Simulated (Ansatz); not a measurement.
# CoSi2: LAPW beside PAW

Aim: solve CoSi2 at one geometry with full-potential LAPW, PAW on the default files and datasets made for this crystal, and see where they agree.

Program: Ansatz 0.2.0. Level of theory: DFT PBEsol, scalar-relativistic. These are calculated values, not measurements.

**1. Starting point**

The structure is cubic, space group Fm-3m (No. 225). Conventional cell: a = 5.365 Å, b = 5.365 Å, c = 5.365 Å, α = 90.00°, β = 90.00°, γ = 90.00°. Around Co (site symmetry m-3m) lie 8 Si at 2.32 Å. Around Si (site symmetry -43m) lie 4 Co at 2.32 Å.

As a file:

```cif
data_structure
_symmetry_space_group_name_H-M 'Fm-3m'
_symmetry_Int_Tables_number 225
_cell_length_a 5.3650
_cell_length_b 5.3650
_cell_length_c 5.3650
_cell_angle_alpha 90.000
_cell_angle_beta 90.000
_cell_angle_gamma 90.000
_cell_volume 154.42
loop_
_atom_site_label
_atom_site_type_symbol
_atom_site_symmetry_multiplicity
_atom_site_Wyckoff_symbol
_atom_site_fract_x
_atom_site_fract_y
_atom_site_fract_z
_atom_site_occupancy
Co1 Co 4 a 0.00000 0.00000 0.00000 1
Si1 Si 8 c 0.25000 0.75000 0.75000 1
```

The file gives the conventional cell by its symmetry; the runs use the cell typed in the input.

The geometry is a database entry used as it stands. It may stem from high pressure or temperature, or be incomplete, so it serves as a test cell.

Atoms are numbered in the order of the input: Co1, Si2, Si3.

**2. Full-potential LAPW**

input.yaml reads:

```yaml
crystal:
  lattice:
    - [0.0, 2.6825, 2.6825]
    - [2.6825, 0.0, 2.6825]
    - [2.6825, 2.6825, 0.0]
  atoms:
    - { symbol: Co, position: [0.0, 0.0, 0.0], spin: 2.0 }
    - { symbol: Si, position: [0.25, 0.25, 0.25] }
    - { symbol: Si, position: [0.75, 0.75, 0.75] }
magnetization:
  spin_polarized: true
kpoints:
  mp_grid: { grid: [11, 11, 11] }
  band_path:
    path:
      - [0.0, 0.0, 0.0]
      - [0.5, 0.0, 0.5]
      - [0.625, 0.25, 0.625]
      - [0.375, 0.375, 0.75]
      - [0.0, 0.0, 0.0]
      - [0.5, 0.5, 0.5]
      - [0.5, 0.25, 0.75]
      - [0.5, 0.0, 0.5]
    npoints: 14
scf:
  occupations: { method: fermi_dirac, width: 0.05 }
hamiltonian:
  xc: pbesol
  pseudopotentials: { kind: all_electron, lapw: { basis_error: 0.001 } }
output:
  forces: true
  stress: true
  eigenvalues: true
  fatbands: true
  populations: true
  dos: { projected: true, de: 0.2, e_range: [-14, 8] }
```

Command:

```sh
$ ansatz run input.yaml --threads 1 --pin off --max-ram 6144MiB --backend cpu --events-out ev --progress --plain --runs-dir out
```

**3. PAW on the default files**

input.yaml, as its differences from that of step 2:

```diff
@@ -28,3 +28,3 @@
   xc: pbesol
-  pseudopotentials: { kind: all_electron, lapw: { basis_error: 0.001 } }
+  pseudopotentials: { kind: paw }
 output:
@@ -33,4 +33,9 @@
   eigenvalues: true
-  fatbands: true
+  efg: { contact_densities: true }
   populations: true
+  bader: true
   dos: { projected: true, de: 0.2, e_range: [-14, 8] }
+  write_density: true
+  write_potential: true
+  elf: true
+  volumetric_format: npy
```

**4. Datasets made for this crystal**

input.yaml, as its differences from that of step 3:

```diff
@@ -23,3 +23,3 @@
       - [0.5, 0.0, 0.5]
-    npoints: 14
+    npoints: 8
 scf:
@@ -28,3 +28,3 @@
   xc: pbesol
-  pseudopotentials: { kind: paw }
+  pseudopotentials: { kind: all_electron, datasets: crystal }
 output:
@@ -34,8 +34 @@
   efg: { contact_densities: true }
-  populations: true
-  bader: true
-  dos: { projected: true, de: 0.2, e_range: [-14, 8] }
-  write_density: true
-  write_potential: true
-  elf: true
-  volumetric_format: npy
```

(Steps that only read results are left out.)

Q: Predict the outcome of this session. Wanted: pressure; gap; Bader charges; highest ELF.

**Answer**, as computed:

| quantity | value |
| --- | --- |
| pressure | LAPW -5.39, PAW -5.43, crystal datasets -5.39 GPa |
| gap (LAPW) | none |
| Bader charges (PAW) | Co1 -1.04, Si2 +0.52 e |
| highest ELF (PAW) | 0.76, 0.89 Å from Si |

What this shows: The pressure of -5.4 GPa pushes the cell to shrink, with the atoms held in place. There is no gap at this level; the crystal is a metal here. Co 3d carries the largest share, 48 %, of the projected states within 0.3 eV of the Fermi level. The projection holds only the free atom's occupied shells (Co 4s, Co 3d, Si 3s, Si 3p in this range). PAW lies -0.03 GPa from LAPW in pressure. LAPW took about 2.2 times as long as PAW (1.8 min against 47 s, on a shared host and with the outputs that each input asks for).
